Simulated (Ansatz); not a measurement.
# TiAl2: convergence and cost

This session on TiAl2 sets out to sweep the k-point mesh shifted by half a step.

Computed with Ansatz 0.2.0 (DFT r2SCAN, scalar-relativistic, plane waves, PAW, unless a step's input says otherwise).

1 further run of the same task is left out (for a known fault of the program).

### Step 1. The starting structure

Symmetry: Cmmm, No. 65, orthorhombic system. The conventional cell has a = 3.959 Å, b = 12.094 Å, c = 4.032 Å, α = 90.00°, β = 90.00°, γ = 90.00°. Around Ti (site symmetry m2m) lie 10 Al at 2.68 to 2.92 Å. Around Al (site symmetry mmm) lie 4 Ti at 2.68 Å and 8 Al at 2.83 to 2.93 Å. Around Al (site symmetry m2m) lie 6 Al at 2.67 to 2.93 Å and 6 Ti at 2.84 to 2.92 Å. Around Al (site symmetry mmm) lie 4 Ti at 2.70 Å and 8 Al at 2.83 to 2.91 Å.

Structure file:

```xyz
6
Lattice="1.9795 -6.0472 0.0000 1.9795 6.0472 0.0000 0.0000 0.0000 4.0315" Properties=species:S:1:pos:R:3 pbc="T T T"
Ti    1.9795   -1.8021    0.0000
Ti    1.9795    1.8021    0.0000
Al    0.0000    0.0000    0.0000
Al    1.9795   -3.9186    2.0158
Al    1.9795    3.9186    2.0158
Al    1.9795    0.0000    2.0158
```

Source of the structure: the Crystallography Open Database. It is taken as it stands there.

### Step 2. The base run, which the others are set against

input.yaml

```yaml
crystal:
  lattice:
    - [1.97955, -6.0472, 0.0]
    - [1.97955, 6.0472, 0.0]
    - [0.0, 0.0, 4.0315]
  atoms:
    - { symbol: Ti, position: [0.649, 0.351, 0.0] }
    - { symbol: Ti, position: [0.351, 0.649, 0.0] }
    - { symbol: Al, position: [0.0, 0.0, 0.0] }
    - { symbol: Al, position: [0.824, 0.176, 0.5] }
    - { symbol: Al, position: [0.176, 0.824, 0.5] }
    - { symbol: Al, position: [0.5, 0.5, 0.5] }
basis:
  ecutwfc: 500
kpoints:
  mp_grid: { grid: [10, 10, 10] }
hamiltonian:
  xc: r2scan
scf:
  occupations: { method: gaussian, width: 0.1 }
output:
  forces: true
  stress: true
  eigenvalues: true
  populations: true
  write_density: true
  write_potential: true
  elf: true
  volumetric_format: npy
```

It was run beforehand and gave: -1195.5176 eV/atom at zero smearing, pressure -1.82 GPa, largest force 0.968 eV/Å, no gap on the mesh, in 7 SCF cycles and 100 s.

### Step 3. K-point mesh shifted by half a step: 8×8×6

input.yaml

```yaml
crystal:
  lattice:
    - [1.97955, -6.0472, 0.0]
    - [1.97955, 6.0472, 0.0]
    - [0.0, 0.0, 4.0315]
  atoms:
    - { symbol: Ti, position: [0.649, 0.351, 0.0] }
    - { symbol: Ti, position: [0.351, 0.649, 0.0] }
    - { symbol: Al, position: [0.0, 0.0, 0.0] }
    - { symbol: Al, position: [0.824, 0.176, 0.5] }
    - { symbol: Al, position: [0.176, 0.824, 0.5] }
    - { symbol: Al, position: [0.5, 0.5, 0.5] }
basis:
  ecutwfc: 500
kpoints:
  mp_grid: { grid: [8, 8, 6], shift: [0.5, 0.5, 0.5] }
hamiltonian:
  xc: r2scan
scf:
  occupations: { method: gaussian, width: 0.1 }
output:
  forces: true
  stress: true
  eigenvalues: true
```

Launch:

```bash
$ ansatz run input.yaml --threads 1 --pin off --max-ram 2560MiB --backend cpu --events-out ev --progress --plain --runs-dir out
```

### Step 4. K-point mesh shifted by half a step set to 8×8×8

input.yaml, as its differences from that of step 3:

```diff
@@ -15,3 +15,3 @@
 kpoints:
-  mp_grid: { grid: [8, 8, 6], shift: [0.5, 0.5, 0.5] }
+  mp_grid: { grid: [8, 8, 8], shift: [0.5, 0.5, 0.5] }
 hamiltonian:
```

### Step 5. K-point mesh shifted by half a step: 10×10×8

input.yaml, as its differences from that of step 4:

```diff
@@ -15,3 +15,3 @@
 kpoints:
-  mp_grid: { grid: [8, 8, 8], shift: [0.5, 0.5, 0.5] }
+  mp_grid: { grid: [10, 10, 8], shift: [0.5, 0.5, 0.5] }
 hamiltonian:
```

(Steps that only read results are left out.)

**Question.** What does this series show? Wanted: largest energy shift, k-point mesh shifted by half a step.

As calculated:

| quantity | value |
| --- | --- |
| largest energy shift, k-point mesh shifted by half a step | -0.51 meV/atom at 8×8×6 |

**Reading.** The densest shifted mesh lands 0.14 meV/atom from the base run. The listed cell is far from this method's equilibrium (-1.8 GPa, forces up to 0.97 eV/Å), so its values are not those of the relaxed crystal.
